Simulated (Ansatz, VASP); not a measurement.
# One calculation of Ni, two programs

Contents of INCAR:

```
PREC = Accurate
ENCUT = 520
EDIFF = 1E-6
ISMEAR = -1
SIGMA = 0.1
LREAL = F
LASPH = T
NELM = 150
ALGO = Normal
ISIF = 2
LWAVE = F
LCHARG = F
ISPIN = 2
MAGMOM = 0.2
LORBIT = 11
LMAXMIX = 4
GGA = PE
NBANDS = 15
```

KPOINTS

```
Automatic mesh
0
Gamma
  12 12 12
```

POSCAR

```
Ni
1.0
    0.0000000000      1.7673500000      1.7673500000
    1.7673500000      0.0000000000      1.7673500000
    1.7673500000      1.7673500000      0.0000000000
Ni
1
Direct
    0.0000000000      0.0000000000      0.0000000000
```

Input for Ansatz:

```yaml
crystal:
  lattice:
    - [0.0, 1.76735, 1.76735]
    - [1.76735, 0.0, 1.76735]
    - [1.76735, 1.76735, 0.0]
  atoms:
    - { symbol: Ni, position: [0.0, 0.0, 0.0], spin: 0.2 }
magnetization:
  spin_polarized: true
hamiltonian:
  xc: pbe
  pseudopotentials: { kind: paw }
basis:
  ecutwfc: 420
kpoints:
  mp_grid: { grid: [12, 12, 12] }
scf:
  occupations: { method: fermi_dirac, width: 0.1 }
  lower_state_search: "off"
output:
  forces: true
  stress: true
```

Change from the starting cell: parallel moments scaled by 0.1, free total moment.

Alike in both runs: task single point; functional PBE; k mesh 12 × 12 × 12; occupations fermi-dirac, width 0.1 eV; collinear spin.

|  | VASP | Ansatz |
| --- | --- | --- |
| version | VASP 6.6.1 | Ansatz 0.2.0 |
| potentials or method | VASP PAW PBE potentials, release 64 (Ni) | PAW, plane waves, scalar-relativistic |
| plane-wave cutoff (eV) | 520 | 420 |
| valence electrons in the cell | 10 | 18 |

|  | VASP | Ansatz | Ansatz less VASP |
| --- | --- | --- | --- |
| pressure (GPa) | -2.2 | -2.1 | +0.10 |
| net moment per atom (μB) | 0.63 | 0.65 | +0.019 |
| size of the moment on the site where the two differ most (μB) | 0.65 | 0.69 | +0.045 |

Site moments also hang on the region over which each program counts them. The two sets of potentials don't hold the same shells in valence.
